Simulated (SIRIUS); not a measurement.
Here is a SIRIUS 7.10.0 calculation.

sirius.json

```json
{
  "control": {
    "processing_unit": "cpu",
    "verbosity": 2,
    "num_bands_to_print": 29,
    "print_forces": true,
    "print_stress": true
  },
  "parameters": {
    "electronic_structure_method": "pseudopotential",
    "xc_functionals": ["XC_GGA_X_AM05", "XC_GGA_C_AM05"],
    "gk_cutoff": 8.4,
    "pw_cutoff": 16.8,
    "ngridk": [5, 5, 1],
    "shiftk": [0, 0, 0],
    "smearing": "fermi_dirac",
    "smearing_width": 0.0018374661,
    "num_bands": 29,
    "num_mag_dims": 0,
    "num_dft_iter": 100,
    "energy_tol": 1e-08,
    "density_tol": 1e-06
  },
  "iterative_solver": {
    "type": "davidson",
    "min_tolerance": 1e-09,
    "tolerance_scale": [0.1, 0.25]
  },
  "mixer": {
    "type": "anderson",
    "beta": 0.7,
    "max_history": 8
  },
  "settings": {
    "tol_ne": 1e-10,
    "pseudo_grid_cutoff": 6.5
  },
  "unit_cell": {
    "lattice_vectors": [
      [1.0, 0.0, 0.0],
      [-0.499999999987, 0.866025403777, 0.0],
      [0.0, 0.0, 6.148774244273]
    ],
    "lattice_vectors_scale": 6.3031527309,
    "atom_coordinate_units": "lattice",
    "atom_types": ["In"],
    "atom_files": {
      "In": "In.json"
    },
    "atoms": {
      "In": [
        [0.33333333, 0.66666666, 0.365690562],
        [0.66666667, 0.33333334, 0.5],
        [0.33333333, 0.66666666, 0.634309438]
      ]
    }
  }
}
```

Potentials or basis: PseudoDojo 0.4.1 PBE standard (scalar relativistic).

The run is started by

```console
$ upf_to_json In.upf
$ OMP_NUM_THREADS=1 sirius.scf --input=sirius.json --output=out.json --task=0
```

Q: What does it give for the band gap on the k mesh?

A: None (metal or under the smearing width).

Q: Estimate the largest force.

A: 0.098 eV/Å.

Stress tensor (GPa, compression positive):
```
-1.30  0.00  0.00
 0.00 -1.30  0.00
 0.00  0.00  0.43
```

Caveat: the k mesh is coarse (spacing up to 0.44 Å⁻¹), so the values aren't converged; the potentials were made for another functional, which shifts forces and pressure.
